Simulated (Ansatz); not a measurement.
This script makes a check of PAW against all-electron LAPW of RbBr, space group Fm-3m with Ansatz 0.2.0 through its Python package.

`paw_lapw_rbbr.py`:
```python
"""PAW against all-electron LAPW for RbBr."""

import ansatz as az
import numpy as np


def count_gap(report):
    # lowest empty less highest filled band, counting bands; zero where they overlap
    return max(report.get("gap_by_band_count_ev") or 0.0, 0.0)

lattice = az.Lattice.of(
    [0.0, 3.427, 3.427],
    [3.427, 0.0, 3.427],
    [3.427, 3.427, 0.0],
)
sites = [
    ("Rb", [0.0, 0.0, 0.0]),
    ("Br", [0.5, 0.5, 0.5]),
]
cell = az.Crystal(lattice=lattice)
for symbol, position in sites:
    cell = cell.atom(symbol, position)

model = cell.calculation()
model = model.occupations("fixed")
model = model.functional("PBEsol")
model = model.kpoints(6, 6, 6)
model = model.stress().forces()
model = model.band_table()
variants = {
    "PAW": model.pseudopotentials("paw"),
    "LAPW": model.pseudopotentials("all_electron", lapw=True),
}
# totals differ by the cores that each treatment holds, so compare what does not depend on them
rows = []
for label, variant in variants.items():
    data = variant.run(threads=1, backend="cpu").report
    levels = np.array(data["eigenvalues_ev"][0]) - data["fermi_energy_ev"]
    print(label, "levels at the first k-point near E_F:", np.round(levels[np.abs(levels) < 5], 3))
    rows.append((label, data["n_electrons"], np.trace(data["stress_gpa"]) / 3, count_gap(data)))
lines = [",".join(["treatment", "electrons in bands", "P GPa", "gap by band count eV"])] + [",".join(f"{v:.4f}" if isinstance(v, float) else str(v) for v in row) for row in rows]
print("\n".join(lines))
with open("paw_lapw.csv", "w") as handle:
    handle.write("\n".join(lines) + "\n")
```

How well do the two treatments of the cores agree on the pressure?

PAW gives -0.057 GPa and LAPW -0.059 GPa, 0.002 GPa apart. They took 1.2 and 4.5 s of processor time.

What the script printed:

```console
$ python paw_lapw_rbbr.py
DeckWarning: basis.ecutwfc = 420 eV, auto-derived from the records' recommended cutoffs: set by Rb (normal level)
PAW levels at the first k-point near E_F: [-0.    -0.     0.     4.214]
LAPW levels at the first k-point near E_F: [-0.    -0.     0.     4.215]
treatment,electrons in bands,P GPa,gap by band count eV
PAW,16.0000,-0.0573,4.2142
LAPW,50.0000,-0.0595,4.2149
```
(Warnings from the package without file and line.)

Notes:
- Semilocal gaps usually lie well under measured ones.
- Under fixed occupations the level called the Fermi level is the highest filled one on the SCF mesh; off the mesh a filled band can lie a little above it.
- Of the deposited cell: the entry's cell lengths or inner coordinates differ somewhat from later room-temperature determinations.
- The starting cell is as deposited in a crystallographic database; the results hold for this polymorph, which needn't be the stable one.
- Gaps and levels are Kohn-Sham values on a finite set of k-points, without spin-orbit coupling.
- Pressure is positive in compression; the treatments may keep other shells as core, so totals and counts of electrons can differ.
- The whole script took 6.5 s on 1 thread of Arm Neoverse V1 (shared host), peak memory 0.39 GiB.
